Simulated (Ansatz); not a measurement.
# C: the cost of one run

Method: DFT PBE+D3(BJ), scalar-relativistic, plane waves, PAW, in Ansatz 0.2.0.

### 1 Starting point

The structure is hexagonal, space group P6/mmm (No. 191). The conventional cell has a = 2.456 Å, b = 2.456 Å, c = 20.000 Å, α = 90.00°, β = 90.00°, γ = 120.00°. C (site symmetry -6m2) is surrounded by 3 C at 1.42 Å.

Structure file:

```cif
data_structure
_symmetry_space_group_name_H-M 'P6/mmm'
_symmetry_Int_Tables_number 191
_cell_length_a 2.4561
_cell_length_b 2.4561
_cell_length_c 20.0000
_cell_angle_alpha 90.000
_cell_angle_beta 90.000
_cell_angle_gamma 120.000
_cell_volume 104.49
loop_
_atom_site_label
_atom_site_type_symbol
_atom_site_symmetry_multiplicity
_atom_site_Wyckoff_symbol
_atom_site_fract_x
_atom_site_fract_y
_atom_site_fract_z
_atom_site_occupancy
C1 C 2 d 0.33333 0.66667 0.50000 1
```

Free-standing sheet.

### 2 Relaxing the sheet and its cell in the plane

Input file input.yaml:

```yaml
crystal:
  lattice:
    - [2.45609594, 0.0, 0.0]
    - [-1.22804797, 2.12706182, 0.0]
    - [0.0, 0.0, 20.0]
  atoms:
    - { symbol: C, position: [0.08337946, 0.16675892, 0.5] }
    - { symbol: C, position: [0.41662054, 0.83324108, 0.5] }
basis:
  ecutwfc: 600.0
  fft_grid_basis: typed
kpoints:
  mp_grid: { grid: [15, 15, 1] }
hamiltonian:
  xc: pbe
  dispersion: d3bj
scf:
  occupations: { method: gaussian, width: 0.05 }
output:
  forces: true
  eigenvalues: true
  stress: true
efield:
  axis: 3
  dipole_correction: true
  ramp_width: 0.04
relax:
  adjacent_minimum: "off"
  f_tol: 0.02
  max_steps: 60
  cell: { fix: [c, alpha, beta], stress_tol: 0.05 }
```

Started as:

```sh
ansatz run input.yaml --threads 1 --pin off --max-ram 2211MiB --backend cpu --events-out ev --progress --plain --runs-dir out
```

Q: Estimate wall time and peak memory on 1 thread of Intel Xeon 6975P-C (Granite Rapids), shared host.

About 26 s, with a peak of 0.54 GiB.
